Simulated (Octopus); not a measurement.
# CoSi2 (Fm-3m) in Octopus: notebook

One crystal, CoSi2, is run at these levels: PBE; tasks: single point.

All numbers are computed with Octopus 16.4; they aren't measurements. Logs are shortened: lines on timing, memory, paths and dates and some standing lists are left out, and cuts for length are marked.

## Step 1: The crystal as given

It takes space group Fm-3m (No. 225, cubic). Conventional cell: a = 5.356 Å, b = 5.356 Å, c = 5.356 Å, α = 90.00°, β = 90.00°, γ = 90.00°. Co (site symmetry m-3m) has 8 Si at 2.32 Å as nearest neighbours. Si (site symmetry -43m) is surrounded by 4 Co at 2.32 Å.

## Step 2: Single point, PBE, collinear spin, ferromagnetic start, 12.80 Å³/atom

File inp:

```
CalculationMode = gs
UnitsOutput = eV_Angstrom
PeriodicDimensions = 3
ExperimentalFeatures = yes
PseudopotentialSet = pseudodojo_pbe
%LatticeParameters
 1*angstrom | 1*angstrom | 1*angstrom
%
%LatticeVectors
 0 | 2.678 | 2.678
 2.678 | 0 | 2.678
 2.678 | 2.678 | 0
%
%ReducedCoordinates
 "Co" | 0 | 0 | 0
 "Si" | 0.75 | 0.75 | 0.75
 "Si" | 0.25 | 0.25 | 0.25
%
%Spacing
 0.14026903*angstrom | 0.14026903*angstrom | 0.14026903*angstrom
%
DerivativesOrder = 8
%KPointsGrid
 6 | 6 | 6
%
KPointsUseSymmetries = yes
XCFunctional = gga_x_pbe + gga_c_pbe
SpinComponents = polarized
KPointsUseTimeReversal = no
GuessMagnetDensity = user_defined
%AtomsMagnetDirection
 2.0
 0.0
 0.0
%
SmearingFunction = fermi_dirac
Smearing = 0.05*eV
ExtraStates = 11
Eigensolver = chebyshev_filter
ConvRelDens = 1e-6
MaximumIter = 120
%Output
 density | cube
 elf | cube
 potential | cube
%
```

Potentials or basis: pseudodojo_pbe (PseudoDojo 0.5, PBE).

The run is started by

```sh
$ OMP_NUM_THREADS=1 octopus > out.log
```

out.log:

```text
Running octopus

Version                : 16.4
Optional libraries     :

************************** Calculation Mode **************************
Input: [CalculationMode = gs]
**********************************************************************

Input: [SpinComponents = polarized]

******************************* Space ********************************
Octopus will run in 3 dimension(s).
Octopus will treat the system as periodic in 3 dimension(s).
**********************************************************************

Input: [AllElectronType = no]
Input: [PseudopotentialSet = pseudodojo_pbe]
Reading Coordinates from ReducedCoordinates block

****************************** Species *******************************
  Species 'Co'
    type             : pseudopotential
    file             : 'Co.upf'
    file format      : UPF2
    valence charge   : 17.0
    atomic number    :  27
    form on file     : kleinman-bylander
    lmax             : 2
    llocal           : -1
    projectors per l : 2
    total projectors : 6
    application form : kleinman-bylander
    orbitals         : 10
    bound orbitals   : 10

  Species 'Si'
    type             : pseudopotential
    file             : 'Si.upf'
    file format      : UPF2
    valence charge   : 4.0
    atomic number    :  14
    form on file     : kleinman-bylander
    lmax             : 2
    llocal           : -1
    projectors per l : 2
    total projectors : 6
    application form : kleinman-bylander
    orbitals         :  4
    bound orbitals   :  4

**********************************************************************

***************************** Symmetries *****************************
Space group No.  225
International: Fm-3m
Schoenflies: Oh^5
Info: The system has    48 symmorphic symmetries that can be used.
  Index                Rotation matrix                      Fractional translations
    1 :     1   0   0     0   1   0     0   0   1      0.000000    0.000000    0.000000
    2 :    -1   0   0     0  -1   0     0   0  -1      0.000000    0.000000    0.000000
    3 :     1   0  -1     1   0   0     1  -1   0      0.000000    0.000000    0.000000
    4 :    -1   0   1    -1   0   0    -1   1   0      0.000000    0.000000    0.000000
    5 :     0   1  -1     1   0  -1     0   0  -1      0.000000    0.000000    0.000000
    6 :     0  -1   1    -1   0   1     0   0   1      0.000000    0.000000    0.000000
[... 40 lines left out ...]
   47 :     0   1  -1    -1   1   0     0   1   0      0.000000    0.000000    0.000000
   48 :     0  -1   1     1  -1   0     0  -1   0      0.000000    0.000000    0.000000
Info: The system also has     0 nonsymmorphic symmetries (not used for electrons).
**********************************************************************

Input: [CurvMethod = curv_affine]
Input: [DerivativesStencil = stencil_stargeneral]

****************************** Lattice *******************************
  Lattice Vectors [A]
    0.000000    2.678000    2.678000
    2.678000    0.000000    2.678000
    2.678000    2.678000    0.000000
  Cell volume =            38.4115 [A^3]
  Reciprocal-Lattice Vectors [A^-1]
   -1.173112    1.173112    1.173112
    1.173112   -1.173112    1.173112
    1.173112    1.173112   -1.173112
  Cell angles [degree]
    alpha =   60.000
    beta  =   60.000
    gamma =   60.000
**********************************************************************

Checking if the generated full k-point grid is symmetric

    16 k-points generated from parameters :
 ---------------------------------------------------
    n =    6    6    6

    s1  =  0.00  0.00  0.00

   index |      weight  |             coordinates              |
       1 |     0.004630 |    0.000000    0.000000    0.000000  |
       2 |     0.037037 |    0.166667    0.000000    0.000000  |
       3 |     0.027778 |    0.166667    0.166667    0.000000  |
       4 |     0.055556 |   -0.166667    0.166667    0.000000  |
       5 |     0.111111 |   -0.166667    0.166667    0.166667  |
       6 |     0.037037 |    0.333333    0.000000    0.000000  |
[... 8 lines left out ...]
      15 |     0.055556 |   -0.333333    0.500000    0.166667  |
      16 |     0.013889 |    0.500000    0.500000    0.000000  |

Input: [SmearingFunction = fermi_dirac]
Input: [SymmetrizeDensity = yes]

******************************* States *******************************
Total electronic charge  =       25.000
Number of states         =       24
States block-size        =        4
**********************************************************************
[... 5 lines left out ...]
Simulation Box:
  Type = parallelepiped
[... 30 lines left out ...]
**********************************************************************

Info: FFT grid dimensions       = 27 x 27 x 27
      Total grid size           = 19683 (      0.2 MiB )
      Inefficient FFT grid. A better grid would be: 28 28 28
Input: [FilterPotentials = filter_TS]
Info: Pseudopotential for Co
  Radii for localized parts:
    local part     =  1.2 A
    non-local part =  1.2 A
    orbitals       =  5.5 A

Info: Pseudopotential for Si
  Radii for localized parts:
    local part     =  1.2 A
    non-local part =  1.5 A
    orbitals       =  5.8 A

Input: [RelativisticCorrection = non_relativistic]
[... 11 lines left out ...]
      Block       2 contains       4 states:       5 -       8
      Block       3 contains       4 states:       9 -      12
      Block       4 contains       4 states:      13 -      16
      Block       5 contains       4 states:      17 -      20
      Block       6 contains       4 states:      21 -      24
Info: Ground-state allocation done.
Info: Could not find 'restart/gs' directory for restart.
[... 18 lines left out ...]
** Warning:
**   Cannot do LCAO for all states because there are not enough atomic orbitals.
**   Required: 24. Available: 18. 6 orbitals will be randomized.

Input: [GuessMagnetDensity = user_defined]
Info: Unnormalized total charge =     25.004221
Info: Renormalized total charge =     25.000000

** Warning:
**   Symmetrization discrepancy ratio (scalar) =  3.84309E-06

** Warning:
**   Symmetrization discrepancy ratio (scalar) =  4.34010E-06

Total Magnetic Moment:
 mz =   1.999662
Local Magnetic Moments (sphere radius [A] =   1.160):
 Ion                    mz
   1        Co       1.929784
   2        Si       0.008819
   3        Si       0.008819
Info: Setting up Hamiltonian.
Info: Performing initial LCAO calculation with     18 orbitals.
Info: Getting Hamiltonian matrix elements.

Eigenvalues [eV]
 #st  Spin   Eigenvalue      Occupation
#k =       1, k = (  0.000000,  0.000000,  0.000000)
   1   up   -90.903012       1.000000
   1   dn   -89.169124       1.000000
   2   up   -54.303023       1.000000
   2   dn   -52.428732       1.000000
   3   up   -54.303023       1.000000
   3   dn   -52.428732       1.000000
[... 28 lines left out ...]
  18   up    25.594441       0.000000
  18   dn    26.196695       0.000000
#k =       2, k = (  0.166667,  0.000000,  0.000000)
   1   up   -90.790793       1.000000
   1   dn   -89.056371       1.000000
   2   up   -54.289296       1.000000
   2   dn   -52.414340       1.000000
   3   up   -54.283989       1.000000
   3   dn   -52.412113       1.000000
[... 28 lines left out ...]
  18   up    26.529366       0.000000
  18   dn    27.114822       0.000000
[... 14 further k-points ...]
Fermi energy =    13.557749 eV
Generating random wavefunctions for states       19 and above
Orthogonalizing wavefunctions.
Info: Ground-state restart information will be written to 'restart/gs'.
Info: SCF using complex wavefunctions.
Info: Starting SCF iteration.

*********************** SCF CYCLE ITER #    1 ************************
 etot  = -4.60249270E+03 abs_ev   =  8.94E+01 rel_ev   =  1.90E-01
 ediff =        1.69E+02 abs_dens =  3.03E+00 rel_dens =  1.21E-01
Matrix vector products: 800
Converged eigenvectors: 0

#  State  KPoint  Spin  Eigenvalue [eV]  Occupation    Error
      1       1    up      -90.906518    1.000000   ( 5.5E-07)
      1       2    up      -90.906496    1.000000   ( 1.6E-05)
      1       3    up      -90.906489    1.000000   ( 1.1E-05)
      1       4    up      -90.906467    1.000000   ( 2.7E-05)
      1       5    up      -90.906453    1.000000   ( 3.4E-05)
      1       6    up      -90.906453    1.000000   ( 4.8E-05)
      1      10    up      -90.906431    1.000000   ( 5.8E-05)
      1      12    up      -90.906431    1.000000   ( 5.3E-05)
[... 23 lines left out ...]
     24      11    up       25.423234    0.000000   ( 1.0E-01)
     24       8    dn       25.510711    0.000000   ( 1.5E-01)
     24      12    up       26.003532    0.000000   ( 1.4E-01)
     24      13    dn       26.267316    0.000000   ( 9.7E-02)
     24       7    up       26.498188    0.000000   ( 9.7E-02)
     24      11    dn       26.629771    0.000000   ( 1.2E-01)
     24       9    dn       26.972696    0.000000   ( 1.5E-01)
     24       7    dn       27.302833    0.000000   ( 1.0E-01)

Density of states:

------------------------------------------------------%---------------
------------------------------------------------------%---------------
------------------------------------------------------%%--------------
------------------------------------------------------%%--------------
---------------------%%-------------------------------%%%-------------
---------------------%%-------------------------------%%%--%--%-------
---------------------%%-------------------------------%%%--%%%%%-%-%--
---------------------%%-----------------------------%%%%%-%%%%%%%%%%--
%%-------------------%%----------------------------%%%%%%%%%%%%%%%%%%-
%%-------------------%%---------------------------%%%%%%%%%%%%%%%%%%%%
                                                         ^

Fermi energy =     6.002189 eV
Total Magnetic Moment:
 mz =   0.316033
Local Magnetic Moments (sphere radius [A] =   1.160):
 Ion                    mz
   1        Co       0.456444
   2        Si      -0.038076
   3        Si      -0.038076
[... 250 lines left out ...]
*********************** SCF CYCLE ITER #   15 ************************
 etot  = -4.39603579E+03 abs_ev   =  7.24E-05 rel_ev   =  1.64E-07
 ediff =        2.99E-07 abs_dens =  2.01E-05 rel_dens =  8.04E-07
Matrix vector products: 800
Converged eigenvectors: 31

#  State  KPoint  Spin  Eigenvalue [eV]  Occupation    Error
      1       1    dn      -88.190325    1.000000   ( 5.8E-08)
      1       1    up      -88.190318    1.000000   ( 2.7E-07)
      1       2    dn      -88.190300    1.000000   ( 3.6E-08)
      1       2    up      -88.190293    1.000000   ( 2.6E-07)
      1       3    dn      -88.190292    1.000000   ( 3.6E-08)
      1       3    up      -88.190285    1.000000   ( 2.6E-07)
      1       4    dn      -88.190267    1.000000   ( 6.1E-08)
      1       4    up      -88.190260    1.000000   ( 2.7E-07)
[... 23 lines left out ...]
     24       3    up       23.436952    0.000000   ( 3.6E-02)
     24      11    up       23.563939    0.000000   ( 5.2E-02)
     24      11    dn       23.566244    0.000000   ( 3.3E-02)
     24      15    dn       23.572976    0.000000   ( 4.8E-02)
     24      15    up       23.620672    0.000000   ( 4.7E-02)
     24      13    dn       23.633011    0.000000   ( 5.3E-02)
     24      12    dn       24.417565    0.000000   ( 4.4E-02)
     24      12    up       24.455173    0.000000   ( 5.8E-02)

Density of states:

----------------------%----------------------------------%------------
----------------------%----------------------------------%------------
----------------------%----------------------------------%------------
----------------------%----------------------------------%------------
----------------------%---------------------------------%%------------
----------------------%---------------------------------%%--------%---
----------------------%---------------------------------%%%-%%%-%-%-%-
%---------------------%--------------------------------%%%%-%%%%%%%%%-
%---------------------%-----------------------------%%%%%%%%%%%%%%%%%-
%---------------------%----------------------------%%%%%%%%%%%%%%%%%%-
                                                          ^

Fermi energy =     6.720059 eV
Total Magnetic Moment:
 mz =  -0.000003
Local Magnetic Moments (sphere radius [A] =   1.160):
 Ion                    mz
   1        Co      -0.000003
   2        Si       0.000000
   3        Si       0.000000

**********************************************************************

Info: SCF converged in   15 iterations

** Warning:
**   Some of the states are not fully converged!

Info: Number of matrix-vector products:      12000
Info: Writing output to static/

Info: Finished writing information to 'restart/gs'.

Octopus emitted 37 warnings.
```

Run time: 6.7 min. Hardware: 1 thread of Arm Neoverse V2, shared host; peak memory 0.91 GiB.

What came out:

```yaml
Free_energy: -4396.0476 eV
Band_gap_on_the_k_mesh: none (metal or under the smearing width)
Net_moment: 0.00 μB per cell
```

Caveat: the starting moments collapsed, and a magnetic state may lie lower.

## Step 3: Single point, PBE, collinear spin, ferromagnetic start, 12.80 Å³/atom

inp, as its differences from that of step 2:

```diff
@@ -31,3 +31,3 @@
 %AtomsMagnetDirection
- 2.0
+ 4.0
  0.0
@@ -41,6 +41 @@
 MaximumIter = 120
-%Output
- density | cube
- elf | cube
- potential | cube
-%
```

Potentials or basis: pseudodojo_pbe (PseudoDojo 0.5, PBE).

The run is started by

```sh
$ OMP_NUM_THREADS=1 octopus > out.log
```

It took 7 min on 1 thread of Arm Neoverse V2, shared host; peak memory 0.91 GiB.

It converged, with:

| Item | Value |
| --- | --- |
| Free energy | -4396.0476 eV |
| Band gap on the k mesh | none (metal or under the smearing width) |
| Net moment | 0.00 μB per cell |

Caveat: the starting moments collapsed, and a magnetic state may lie lower.

## Step 4: Single point, PBE, 12.80 Å³/atom

inp, as its differences from that of step 3:

```diff
@@ -27,13 +27,5 @@
 XCFunctional = gga_x_pbe + gga_c_pbe
-SpinComponents = polarized
-KPointsUseTimeReversal = no
-GuessMagnetDensity = user_defined
-%AtomsMagnetDirection
- 4.0
- 0.0
- 0.0
-%
 SmearingFunction = fermi_dirac
 Smearing = 0.05*eV
-ExtraStates = 11
+ExtraStates = 9
 Eigensolver = chebyshev_filter
@@ -41 +33,6 @@
 MaximumIter = 120
+%Output
+ density | cube
+ elf | cube
+ potential | cube
+%
```

The run is started by

```sh
$ OMP_NUM_THREADS=1 octopus > out.log
```

Run time: 2.9 min. Hardware: 1 thread of Arm Neoverse V2, shared host; peak memory 0.47 GiB.

The run converged. Its results:

| Quantity | Value |
| --- | --- |
| Free energy | -4396.0476 eV |
| Band gap on the k mesh | none (metal or under the smearing width) |

## Step 5: Single point, PBE, collinear spin, random start, 12.80 Å³/atom

inp, as its differences from that of step 4:

```diff
@@ -27,5 +27,13 @@
 XCFunctional = gga_x_pbe + gga_c_pbe
+SpinComponents = polarized
+KPointsUseTimeReversal = no
+GuessMagnetDensity = user_defined
+%AtomsMagnetDirection
+ 0.135
+ 0.0
+ 0.0
+%
 SmearingFunction = fermi_dirac
 Smearing = 0.05*eV
-ExtraStates = 9
+ExtraStates = 10
 Eigensolver = chebyshev_filter
@@ -33,6 +41 @@
 MaximumIter = 120
-%Output
- density | cube
- elf | cube
- potential | cube
-%
```

The run is started by

```sh
$ OMP_NUM_THREADS=1 octopus > out.log
```

Wall time 7.2 min (1 thread of Arm Neoverse V2, shared host); peak memory 0.91 GiB.

The run converged. Its results:

```yaml
Free_energy: -4396.0476 eV
Band_gap_on_the_k_mesh: none (metal or under the smearing width)
Net_moment: 0.00 μB per cell
```

Caveat: the starting moments collapsed, and a magnetic state may lie lower.
